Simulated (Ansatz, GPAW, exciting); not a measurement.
One calculation of Zn, 4 ways

```
CELL_PARAMETERS angstrom
-1.52714 1.56173 1.52690
1.48647 -1.65878 1.58329
1.56585 1.69749 -1.62395
ATOMIC_POSITIONS crystal
Zn 0.01976 0.99531 0.01093
```

This isn't the form of Zn at room conditions, which is hcp.

The given cell was strained at random by a few per cent at fixed volume.

Alike in all runs: task single point; functional PBEsol; k mesh 12 × 12 × 12; occupations fermi-dirac, width 0.05 eV; no spin polarisation; no spin-orbit coupling. Pressure is positive in compression and, in plane waves, holds the error of the finite cutoff, which Ansatz's Pulay term estimates and takes out.

```csv
program and potentials,plane-wave cutoff (eV),notes,band gap (eV),pressure (GPa),energy over the undisturbed cell (meV/atom)
"Ansatz, Ansatz PAW",420,"potentials made for PBE, which Ansatz adapts in part",?,?,?
"GPAW, PAW data sets generated for this functional",600,-,no gap,-5.17,-8.21
"Ansatz, all-electron LAPW, scalar-relativistic",-,-,no gap,-4.94,-
"exciting, all-electron LAPW+lo, shipped species files, valence relativity iora*",-,-,no gap,-,-8.47
```

Question: Estimate from the other rows what the run with Ansatz, Ansatz PAW gave.

Answer: No band gap; pressure -4.95 GPa; energy over the undisturbed cell -8.35 meV/atom. Its pressure holds a Pulay term of +0.09 GPa. The other rows, which needn't bracket it: pressure -5.17 to -4.94; energy over the undisturbed cell -8.47 to -8.21.
